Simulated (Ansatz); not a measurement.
Input and command of a calculation in Ansatz (plane waves; scalar-relativistic PAW potentials unless the input names others):

```yaml
crystal:
  lattice:
    - [0.0, 2.4645804744, 2.4645804744]
    - [2.4645804744, 0.0, 2.4645804744]
    - [2.4645804744, 2.4645804744, 0.0]
  atoms:
    - { symbol: Li, position: [0.0, 0.0, 0.0] }
    - { symbol: Cl, position: [0.5, 0.5, 0.5] }
basis:
  ecutwfc: 420
  ecutrho_ratio: 6
kpoints:
  mp_grid: { grid: [8, 8, 8] }
hamiltonian:
  xc: pbe
scf:
  occupations: { method: tetrahedron }
output:
  forces: true
  eigenvalues: true
  stress: true
```

```bash
ansatz run input.yaml --threads 1 --pin off --max-ram 1331MiB --backend cpu --events-out ev --progress --plain --runs-dir out
```

Abridged log:
```
Warning: output.forces, output.stress, relax.cell or npt_langevin: where a Kohn–Sham band that disperses or a degenerate level is filled in part under the method tetrahedron, the forces or the stress that this run publishes need not agree with its energy (scf.occupations.method in the input reference, under Limitations); prefer a smearing scheme for the forces or the stress
Basis set: ecut = 420 eV, 561 PW (Γ), exchange–correlation on 60×60×60 points (8 copies of the dense FFT grid, shifted against one another)
Bands: 9, of which v1, the nominal top of the filled ones, is band 5 counted from 1 (4 counted from 0)
Symmetry: 48 space group operations
k-points: 29 of 512
SCF iter   1: F=—  HF=-1287.768942 eV  |F-HF|=—  |Δ(HF+E_count)|=         —  Δρ=6.77e-4  dr2=1.75e-4  ethr=1.77e-3  ⟨swp⟩=6.8  Hψ=1889  notcnv=0
SCF iter   2: F=—  HF=-1287.768787 eV  |F-HF|=—  |Δ(HF+E_count)|=   1.55e-4  Δρ=4.79e-4  dr2=9.57e-5  ethr=1.75e-6  ⟨swp⟩=2.5  Hψ=724  notcnv=0
SCF iter   3: F=—  HF=-1287.768760 eV  |F-HF|=—  |Δ(HF+E_count)|=   2.72e-5  Δρ=2.21e-4  dr2=1.96e-5  ethr=9.57e-7  ⟨swp⟩=3.0  Hψ=475  notcnv=0
SCF iter   4: F=—  HF=-1287.768753 eV  |F-HF|=—  |Δ(HF+E_count)|=   7.37e-6  Δρ=1.31e-4  dr2=6.32e-6  ethr=1.96e-7  ⟨swp⟩=2.0  Hψ=493  notcnv=0
SCF iter   5: F=—  HF=-1287.768751 eV  |F-HF|=—  |Δ(HF+E_count)|=   1.41e-6  Δρ=9.01e-5  dr2=3.34e-6  ethr=6.32e-8  ⟨swp⟩=2.0  Hψ=377  notcnv=0
SCF iter   6: F=—  HF=-1287.768750 eV  |F-HF|=—  |Δ(HF+E_count)|=   9.53e-7  Δρ=4.60e-5  dr2=9.03e-7  ethr=3.34e-8  ⟨swp⟩=2.0  Hψ=377  notcnv=0
SCF iter   7: F=—  HF=-1287.768750 eV  |F-HF|=—  |Δ(HF+E_count)|=   2.62e-7  Δρ=1.83e-5  dr2=1.42e-7  ethr=9.03e-9  ⟨swp⟩=3.0  Hψ=482  notcnv=0
SCF iter   8: F=-1287.768750 eV  HF=-1287.768750 eV  |F-HF|=6.15e-9  |Δ(HF+E_count)|=   4.54e-8  Δρ=4.49e-6  dr2=8.76e-9  ethr=1.00e-9  ⟨swp⟩=4.0  Hψ=726  notcnv=0
SCF 1 converged in 8 iterations: F = -1287.768750 eV  dr2 = 8.76e-9
SCF converged after 8 iterations
Stability not checked: this state was not tested for a lower state beside it, because cold or Methfessel-Paxton smearing, or corrected tetrahedra, fill the levels in a way that the test cannot read (fill_not_monotonic; see scf.lower_state_search)
Free energy (F): -1287.768750 eV
Harris-Foulkes:  -1287.768750 eV  (|F-HF|=6.15e-9)
Internal energy: -1287.768750 eV  (E = F + TS)
E sigma→0 (E₀):  -1287.768750 eV
Fermi energy:    2.815732 eV
--- Forces (eV/Å), atoms counted from 1 ---
  atom   1  Li     0.00000000     0.00000000     0.00000000
  atom   2  Cl     0.00000000     0.00000000     0.00000000
--- Stress (GPa, compression-positive) ---
        5.565043       0.000000       0.000000
        0.000000       5.565043       0.000000
        0.000000       0.000000       5.565043
  P = ⅓ Tr σ = 5.5650 GPa (55.650 kbar)
```

Apart from outputs and empty bands, the input differs from a reference run on usual settings in basis.ecutrho_ratio: not typed → 6; scf.occupations.width: 0.02 → not typed; scf.occupations.method: "gaussian" → "tetrahedron". The reference, at the same geometry (not necessarily relaxed), gave pressure 5.57 GPa, largest force 0.000 eV/Å, gap on the mesh 6.85 eV. This run converged in 8 SCF iterations (reference: 8) with an energy at zero smearing within 0.01 meV/atom of the reference's, pressure 5.57 GPa, largest force 0.000 eV/Å, gap on the mesh 6.85 eV.